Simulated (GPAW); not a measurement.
## Magnetic state of 1 ML Ni on Ir(001), 3 substrate layers from several starts

A self-consistent run ends on one state, which hangs on the start. Several orders of 1 ML Ni on Ir(001), 3 substrate layers are started in GPAW and their energies compared.

Method: PBE; plane waves with GPAW's PAW setups, scalar-relativistic, in GPAW 26.7.0.

**1. The structure**

The cell holds 4 atoms: 3 Ir and 1 Ni. Its edges and angles: a = 2.709 Å, b = 2.709 Å, c = 19.581 Å, α = 90.0°, β = 90.0°, γ = 90.0°. pseudomorphic film on the substrate's lattice, hard-sphere layer spacings, unrelaxed, 14 A of vacuum. Vacuum lies along c.

**2. Order 1, typed as ferro +**

The parallel start comes first: it fits the smallest cell, keeps the most symmetry and shows whether parallel moments form.

Input file order1.py:

```python
import json
import numpy as np
from ase import Atoms
from ase.parallel import paropen, parprint
from gpaw import GPAW

atoms = Atoms(['Ir', 'Ir', 'Ir', 'Ni'],
    cell=[[2.709068, 0.0, 0.0],
         [0.0, 2.709068, 0.0],
         [0.0, 0.0, 19.581081]],
    scaled_positions=[[0.0, 0.0, 0.357488],
         [0.5, 0.5, 0.455317],
         [0.0, 0.0, 0.553146],
         [0.5, 0.5, 0.642512]],
    pbc=True,
    magmoms=[0.0, 0.0, 0.0, 1.0])
atoms.calc = GPAW(mode={'name': 'pw', 'ecut': 500},
    xc='PBE',
    kpts={'size': (12, 12, 1), 'gamma': True},
    occupations={'name': 'fermi-dirac', 'width': 0.05},
    convergence={'density': 1e-05, 'energy': 1e-05},
    maxiter=250,
    symmetry={'tolerance': 1e-4},
    txt='order1.txt')
e = atoms.get_potential_energy(force_consistent=True)
res = {'free_energy': e, 'energy_sigma0': atoms.get_potential_energy(), 'fermi_energy': atoms.calc.get_fermi_level()}
res['moments'] = atoms.get_magnetic_moments().tolist()
res['total'] = atoms.get_magnetic_moment()
parprint('site moments (muB):', np.round(res['moments'], 3))
parprint(f"total moment: {res['total']:.3f} muB")
parprint(f'free energy: {e:.6f} eV')
atoms.calc.write('order1.gpw')
with paropen('results.json', 'w') as f:
    json.dump(res, f)
```

The run is started by

```
$ OMP_NUM_THREADS=1 mpirun -n 4 gpaw python order1.py > order1.log
```

Numbers of over 12 decimals in the logs are rounded to 6 here.

The log of the run:

```text
site moments (muB): [0.072 0.028 0.121 0.519]
total moment: 0.733 muB
free energy: -33.034837 eV

--- order1.txt ---
Input parameters:
  mode=PW(ecut=500),
  convergence={'density': 1e-05, 'energy': 1e-05},
  kpts=MonkhorstPack(size=(12, 12, 1), gamma=True),
  maxiter=250,
  occupations=Occupations(name='fermi-dirac', width=0.05),
  symmetry=Symmetry(tolerance=0.0001),
  xc=XC(name='PBE')

Diagonalizing LCAO Hamiltonian
Converting LCAO to pw mode
   .------.
  /|      |
 * |      |
 | |      |
 | |      |
 | |      |
 | |      |
 | |      |
 | |      |
 | |      |
 | |  Ni  |
 | |      |
 | |      |
 Ir|      |
 | |  Ir  |
 | |      |
 | |      |
 Ir|      |
 | |      |
 | |      |
 | |      |
 | |      |
 | |      |
 | |      |
 | .------.
 |/      /
 *------*

Atoms  # Å, Bohr magnetons
|   | symbol |        x |        y |         z |    initial magnetic moments |
|---|--------|----------|----------|-----------|-----------------------------|
| 0 |     Ir | 0.000000 | 0.000000 |  7.000001 | ( 0.0000,  0.0000,  0.0000) |
| 1 |     Ir | 1.354534 | 1.354534 |  8.915599 | ( 0.0000,  0.0000,  0.0000) |
| 2 |     Ir | 0.000000 | 0.000000 | 10.831197 | ( 0.0000,  0.0000,  0.0000) |
| 3 |     Ni | 1.354534 | 1.354534 | 12.581080 | ( 0.0000,  0.0000,  1.0000) |

Unit cell  # Å
| periodic |        x |        y |         z |   lengths |    angles |
|----------|----------|----------|-----------|-----------|-----------|
|      yes | 2.709068 | 0.000000 |  0.000000 |  2.709068 | 90.000000 |
|      yes | 0.000000 | 2.709068 |  0.000000 |  2.709068 | 90.000000 |
|      yes | 0.000000 | 0.000000 | 19.581081 | 19.581081 | 90.000000 |

Number of symmetries: 8

BZ-sampling:
  Number of BZ points: 144
  Number of IBZ points: 28

  Monkhorst-Pack size: [12, 12, 1]
  Monkhorst-Pack shift: [0.041667, 0.041667, 0.0]

K-points  # in reciprocal-cell coordinates
|     |                                coordinates |     weight |
|-----|--------------------------------------------|------------|
|   0 | ( -0.00000000,  -0.00000000,   0.00000000) | 0.00694444 |
|   1 | (  0.08333333,  -0.00000000,   0.00000000) | 0.02777778 |
|   2 | (  0.08333333,   0.08333333,   0.00000000) | 0.02777778 |
|   3 | (  0.16666667,  -0.00000000,   0.00000000) | 0.02777778 |
|   4 | (  0.16666667,   0.08333333,   0.00000000) | 0.05555556 |
|   5 | (  0.16666667,   0.16666667,   0.00000000) | 0.02777778 |
|   6 | (  0.25000000,  -0.00000000,   0.00000000) | 0.02777778 |
|   7 | (  0.25000000,   0.08333333,   0.00000000) | 0.05555556 |
|   8 | (  0.25000000,   0.16666667,   0.00000000) | 0.05555556 |
|   9 | (  0.25000000,   0.25000000,   0.00000000) | 0.02777778 |
| ... |                                            |            |
|  27 | (  0.50000000,   0.50000000,   0.00000000) | 0.00694444 |

Plane wave coefficients: 3686
Cutoff: 500.0 eV

Spin-components: 2 (collinear spins)
Bands:           42
Projectors:      24
Spin-degeneracy: 1
Datatype:        complex128

Parallelization:
  kpt:    4
  domain: 1
  band:   1

Density:
  Valence electrons: 61.0
  Components: 2
  Grid points: [ 14  14 105]
  Charge: 0.0  # |e|

Potential:
  Grid points: [ 14  14 105]

species:
  Ir:
    name:    Iridium
    Z:       77.0
    valence: 15
    core:    62
    charge:  0.0  # [|e|]
    compensation charges:
      type: gauss
      rc: 0.40  # [Å]
      lmax: 2
    cutoffs:
      filter: 2.40  # [Å]
      core: 2.36  # [Å]
    projectors
    | kind |    occ | energy [eV] | rcut [Å] |
    |------|--------|-------------|----------|
    |   6s |  2.000 |      -6.307 |    1.296 |
    |   5p |  6.000 |     -54.741 |    1.328 |
    |   6p |  0.000 |      -1.224 |    1.328 |
    |   5d |  7.000 |      -7.169 |    1.286 |
    |    s |        |      20.905 |    1.296 |
    |    d |        |      20.043 |    1.286 |

    Using partial waves for Ir as LCAO basis

  Ni:
    name:    Nickel
    Z:       28.0
    valence: 16
    core:    12
    charge:  0.0  # [|e|]
    compensation charges:
      type: gauss
      rc: 0.36  # [Å]
      lmax: 2
    cutoffs:
      filter: 2.14  # [Å]
      core: 1.98  # [Å]
    projectors
    | kind |    occ | energy [eV] | rcut [Å] |
    |------|--------|-------------|----------|
    |   4s |  2.000 |      -5.642 |    1.164 |
    |   3p |  6.000 |     -71.394 |    1.207 |
    |   4p |  0.000 |      -1.226 |    1.207 |
    |   3d |  8.000 |      -8.875 |    1.138 |
    |    s |        |      21.570 |    1.164 |
    |    d |        |      18.337 |    1.138 |

    Using partial waves for Ni as LCAO basis

Reference energy: -1494822.546454  # eV

eigensolver:
  PPCG
  Converge bands: occupied
  niter=2

density mixing:
  MSR1-Mixer
  Pratt-step length: 0.05
  Maximum mixing coefficient: 0.75
  Old densities: 10
  SVD Regularization: 0.005
  Good broyden scale: 1.0
  Trust region scale: 1.0
  Backstep threshold: 4.0
  History deletion threshold: 6.0
  Fourier metric: weight=20.0, sigma=0.015

occupation numbers:
  Fermi-Dirac:
    width: 0.0500  # eV

poisson solver:
  ecut: 4000.0  # eV

xc functional:
  name: PBE with 2 nearest neighbor stencil

convergence criteria:
- Maximum integral of absolute [dens]ity change: 1e-05 electrons / valence electron
- Maximum [total energy] change in last 3 cyles: 1e-05 eV / valence electron
- Maximum integral of absolute [eigenst]ate change: 4e-08 eV^2 / valence electron
maximum number of iterations: 250

SCF iterations
|iter     |      energy | eigst |  dens |  magmom |
|---------|-------------|-------|-------|---------|
|iter:   1|       0s |  -35.433552 | +0.29 |       |  +1.0005|
|iter:   2|       4s |  -38.139293 | -0.97 | -1.09 |  +0.9541|
|iter:   3|       7s |  -33.911818 | -1.59 | -0.88 |  +0.9737|
|iter:   4|      10s |  -33.387372 | -2.38 | -1.18 |  +0.9508|
|iter:   5|      13s |  -33.391504 | -1.90 | -1.33 |  +0.9043|
|iter:   6|      16s |  -33.091457 | -2.61 | -1.34 |  +0.9120|
|iter:   7|      20s |  -32.956822 | -2.26 | -1.53 |  +0.9081|
|iter:   8|      23s |  -33.009614 | -2.58 | -1.70 |  +0.8919|
|iter:   9|      26s |  -32.964256 | -2.59 | -1.64 |  +0.8928|
|iter:  10|      29s |  -32.989418 | -3.04 | -1.85 |  +0.8625|
|iter:  11|      32s |  -33.008646 | -3.01 | -2.00 |  +0.8222|
|iter:  12|      35s |  -33.006717 | -3.31 | -2.21 |  +0.8145|
|iter:  13|      38s |  -33.008026 | -4.18 | -2.63 |  +0.8040|
|iter:  14|      41s |  -33.007302 | -4.67 | -2.52 |  +0.7976|
|iter:  15|      44s |  -33.007366 | -4.94 | -2.87 |  +0.7851|
|iter:  16|      47s |  -33.007458c| -4.77 | -2.99 |  +0.7709|
|iter:  17|      50s |  -33.007494c| -5.15 | -3.17 |  +0.7575|
|iter:  18|      53s |  -33.007408c| -4.99 | -3.36 |  +0.7489|
|iter:  19|      56s |  -33.007413c| -5.41 | -3.24 |  +0.7454|
|iter:  20|      60s |  -33.007364c| -6.15 | -3.78 |  +0.7386|
|iter:  21|      63s |  -33.007339c| -6.54 | -4.08 |  +0.7352|
|iter:  22|      66s |  -33.007352c| -7.04 | -3.88 |  +0.7346|
|iter:  23|      69s |  -33.007340c| -7.76c| -4.41 |  +0.7337|
|iter:  24|      72s |  -33.007341c| -8.40c| -4.77 |  +0.7334|
|iter:  25|      73s |  -33.007340c| -8.40c| -4.91 |  +0.7332|
|iter:  26|      75s |  -33.007339c| -8.80c| -5.22c|  +0.7331|

Converged in 26 steps
Energy contributions relative to reference atoms: (reference = -1494822.546454)

Energy contributions:
  Kinetic:           9.578235
  Coulomb:          -8.151003
  Zero:             -0.558685
  External:          0.000000
  Xc:              -33.848387
  Entropy:          -0.054997
  Spinorbit:         0.000000
  ----------------------------
  Free energy:     -33.034837
  Extrapolated:    -33.007339

dipole moment: (-19.626602, -19.626602, 0.051578)  # |e|*Ang

Total magnetic moment: (0.000000, 0.000000, 0.733060)

Local magnetic moments
|        x |        y |        z |
|----------|----------|----------|
| 0.000000 | 0.000000 | 0.072038 |  # Ir   0
| 0.000000 | 0.000000 | 0.027840 |  # Ir   1
| 0.000000 | 0.000000 | 0.121196 |  # Ir   2
| 0.000000 | 0.000000 | 0.518872 |  # Ni   3

Fermi level: 1.831
Eigenvalues  # (at kpt = [-0.000, -0.000, 0.000])
| band index |      eig [eV] | occ [0-1] |      eig [eV] | occ [0-1] |
|------------|---------------|-----------|---------------|-----------|
|          0 |       -61.690 |     1.000 |       -61.078 |     1.000 |
|        ... |               |           |               |           |
|         23 |         0.059 |     1.000 |         0.175 |     1.000 |
|         24 |         0.127 |     1.000 |         0.355 |     1.000 |
|         25 |         0.127 |     1.000 |         0.355 |     1.000 |
|         26 |         0.729 |     1.000 |         1.040 |     1.000 |
|         27 |         0.808 |     1.000 |         1.130 |     1.000 |
|         28 |         1.253 |     1.000 |         1.450 |     1.000 |
|         29 |         1.313 |     1.000 |         1.611 |     0.988 |
|         30 |         1.313 |     1.000 |         1.611 |     0.988 |
|         31 |         2.175 |     0.001 |         2.205 |     0.001 |
|         32 |         2.214 |     0.000 |         2.336 |     0.000 |
|         33 |         2.824 |     0.000 |         2.915 |     0.000 |
|         34 |         2.824 |     0.000 |         2.915 |     0.000 |
|         35 |         2.865 |     0.000 |         2.932 |     0.000 |
|         36 |         3.717 |     0.000 |         3.743 |     0.000 |
|         37 |         6.713 |     0.000 |         6.712 |     0.000 |
|         38 |         7.111 |     0.000 |         7.112 |     0.000 |
|        ... |               |           |               |           |
|         41 |        12.441 |     0.000 |        12.452 |     0.000 |

No gap
No difference between direct/indirect transitions
```

The job ended after 82 s (4 MPI ranks of Arm Neoverse V1, shared host; peak memory 0.98 GiB).

Spin moment in the augmentation sphere by atom:

```
atom  spin moment in the augmentation sphere (μB)
 Ir1                                        0.072
 Ir2                                        0.028
 Ir3                                        0.121
 Ni4                                        0.519
```

Read from the output:

```yaml
magnetization: 0.7331 μB
final_state: ferromagnetic
```

After 26 cycles the largest moment stands at 0.519 μB.

**3. Run 2 (antiferro q=(0,1/2,0) +-)**

Another pattern of signs weighs the neighbour shells otherwise.

The cell is doubled to 8 atoms to hold this order. Its mesh is chosen so that both cells sample the same points.

Input file order2.py:

```python
import json
import numpy as np
from ase import Atoms
from ase.parallel import paropen, parprint
from gpaw import GPAW

atoms = Atoms(['Ir', 'Ir', 'Ir', 'Ir', 'Ir', 'Ir', 'Ni', 'Ni'],
    cell=[[2.709068, 0.0, 0.0],
         [0.0, 5.418136, 0.0],
         [0.0, 0.0, 19.581081]],
    scaled_positions=[[0.0, 0.0, 0.357488],
         [0.0, 0.5, 0.357488],
         [0.5, 0.25, 0.455317],
         [0.5, 0.75, 0.455317],
         [0.0, 0.0, 0.553146],
         [0.0, 0.5, 0.553146],
         [0.5, 0.25, 0.642512],
         [0.5, 0.75, 0.642512]],
    pbc=True,
    magmoms=[0.0, 0.0, 0.0, 0.0, 0.0, 0.0, 1.0, -1.0])
atoms.calc = GPAW(mode={'name': 'pw', 'ecut': 500},
    xc='PBE',
    kpts={'size': (12, 6, 1), 'gamma': True},
    occupations={'name': 'fermi-dirac', 'width': 0.05},
    convergence={'density': 1e-05, 'energy': 1e-05},
    maxiter=250,
    symmetry={'tolerance': 1e-4},
    txt='order2.txt')
e = atoms.get_potential_energy(force_consistent=True)
res = {'free_energy': e, 'energy_sigma0': atoms.get_potential_energy(), 'fermi_energy': atoms.calc.get_fermi_level()}
res['moments'] = atoms.get_magnetic_moments().tolist()
res['total'] = atoms.get_magnetic_moment()
parprint('site moments (muB):', np.round(res['moments'], 3))
parprint(f"total moment: {res['total']:.3f} muB")
parprint(f'free energy: {e:.6f} eV')
atoms.calc.write('order2.gpw')
with paropen('results.json', 'w') as f:
    json.dump(res, f)
```

The run is started by

```
$ OMP_NUM_THREADS=1 mpirun -n 4 gpaw python order2.py > order2.log
```

The log of the run:

```text
Input parameters:
  mode=PW(ecut=500),
  convergence={'density': 1e-05, 'energy': 1e-05},
  kpts=MonkhorstPack(size=(12, 6, 1), gamma=True),
  maxiter=250,
  occupations=Occupations(name='fermi-dirac', width=0.05),
  symmetry=Symmetry(tolerance=0.0001),
  xc=XC(name='PBE')

Diagonalizing LCAO Hamiltonian
Converting LCAO to pw mode
    .------.
   /|      |
  / |      |
 *  |      |
 |  |      |
 |  |      |
 |  |      |
 |  |      |
 |  |      |
 |  |  Ni  |
[...]
|  |Ni    |
 | Ir      |
[...]
Ir |  Ir  |
 |  |Ir    |
[...]
| Ir      |
 Ir |      |
[...]
|  |      |
 |  |      |
 |  |      |
 |  |      |
 |  .------.
 | /      /
 |/      /
 *------*

Atoms  # Å, Bohr magnetons
|   | symbol |        x |        y |         z |    initial magnetic moments |
|---|--------|----------|----------|-----------|-----------------------------|
| 0 |     Ir | 0.000000 | 0.000000 |  7.000001 | ( 0.0000,  0.0000,  0.0000) |
| 1 |     Ir | 0.000000 | 2.709068 |  7.000001 | ( 0.0000,  0.0000,  0.0000) |
| 2 |     Ir | 1.354534 | 1.354534 |  8.915599 | ( 0.0000,  0.0000,  0.0000) |
| 3 |     Ir | 1.354534 | 4.063602 |  8.915599 | ( 0.0000,  0.0000,  0.0000) |
| 4 |     Ir | 0.000000 | 0.000000 | 10.831197 | ( 0.0000,  0.0000,  0.0000) |
| 5 |     Ir | 0.000000 | 2.709068 | 10.831197 | ( 0.0000,  0.0000,  0.0000) |
| 6 |     Ni | 1.354534 | 1.354534 | 12.581080 | ( 0.0000,  0.0000,  1.0000) |
| 7 |     Ni | 1.354534 | 4.063602 | 12.581080 | ( 0.0000,  0.0000, -1.0000) |

Number of symmetries: 2

BZ-sampling:
  Number of BZ points: 72
  Number of IBZ points: 28

  Monkhorst-Pack size: [12, 6, 1]
  Monkhorst-Pack shift: [0.041667, 0.083333, 0.0]

Plane wave coefficients: 7356
Cutoff: 500.0 eV

Spin-components: 2 (collinear spins)
Bands:           78
Projectors:      48
Spin-degeneracy: 1
Datatype:        complex128

Parallelization:
  kpt:    4
  domain: 1
  band:   1

Density:
  Valence electrons: 122.0
  Components: 2
  Grid points: [ 14  28 105]
  Charge: 0.0  # |e|

Potential:
  Grid points: [ 14  28 105]

[... setups left out ...]
Reference energy: -2989645.092908  # eV

convergence criteria:
- Maximum integral of absolute [dens]ity change: 1e-05 electrons / valence electron
- Maximum [total energy] change in last 3 cyles: 1e-05 eV / valence electron
- Maximum integral of absolute [eigenst]ate change: 4e-08 eV^2 / valence electron
maximum number of iterations: 250

SCF iterations
|iter     |      energy | eigst |  dens |  magmom |
|---------|-------------|-------|-------|---------|
|iter:   1|       0s |  -70.819314 | +0.50 |       |  +0.0000|
|iter:   2|      14s |  -76.277549 | -0.62 | -1.09 |  -0.0000|
|iter:   3|      28s |  -67.768400 | -1.04 | -0.88 |  +0.0000|
|iter:   4|      42s |  -66.677767 | -1.80 | -1.18 |  +0.0000|
|iter:   5|      56s |  -66.674118 | -1.48 | -1.35 |  +0.0000|
|iter:   6|      70s |  -66.126450 | -2.25 | -1.39 |  -0.0000|
|iter:   7|      84s |  -65.860717 | -1.93 | -1.58 |  +0.0000|
|iter:   8|      98s |  -66.051836 | -2.12 | -1.69 |  +0.0000|
|iter:   9|     112s |  -66.086851 | -1.97 | -1.63 |  -0.0000|
|iter:  10|     126s |  -65.942982 | -2.58 | -1.64 |  +0.0000|
[... 165 iterations left out ...]
|iter: 176|    2404s |  -65.992293c| -7.28 | -4.24 |  -0.0335|
|iter: 177|    2419s |  -65.992304c| -7.76c| -4.13 |  -0.0315|
|iter: 178|    2433s |  -65.992290c| -7.09 | -4.15 |  -0.0250|
|iter: 179|    2447s |  -65.992290c| -7.58c| -4.03 |  -0.0284|
|iter: 180|    2461s |  -65.992331c| -6.33 | -4.27 |  -0.0498|
|iter: 181|    2475s |  -65.992641c| -5.25 | -4.05 |  -0.1246|
|iter: 182|    2489s |  -65.992568c| -5.29 | -3.61 |  -0.0566|
|iter: 183|    2503s |  -65.992305c| -5.93 | -3.37 |  -0.0359|
|iter: 184|    2517s |  -65.992375c| -6.00 | -4.07 |  -0.0670|
|iter: 185|    2530s |  -65.992447c| -6.32 | -3.85 |  -0.0856|
```

It took 43 min on 4 MPI ranks; peak memory 1.7 GiB.

The run was cut off at its time limit.

It was cut off while still iterating. More time helps where the residual falls; where it has stalled, the mixing must change.

[end of part 1 of 2]

[Logs and program files are shortened in this print: banners, set-up blocks, solver, clock and traceback lines can be left out without a mark of their own.]

[Logs are printed without paths, hosts, clocks, repeated set-up lines and the standing remarks that a program may print on its own settings, such as how far it seeks lower states.]

[Hosts, paths, dates, database ids (printed as entryN), source tags and the programs' standing remarks are cut or masked in the printed files.]

[Where a cell is said to come from a database of computed structures, the database is the Materials Project.]
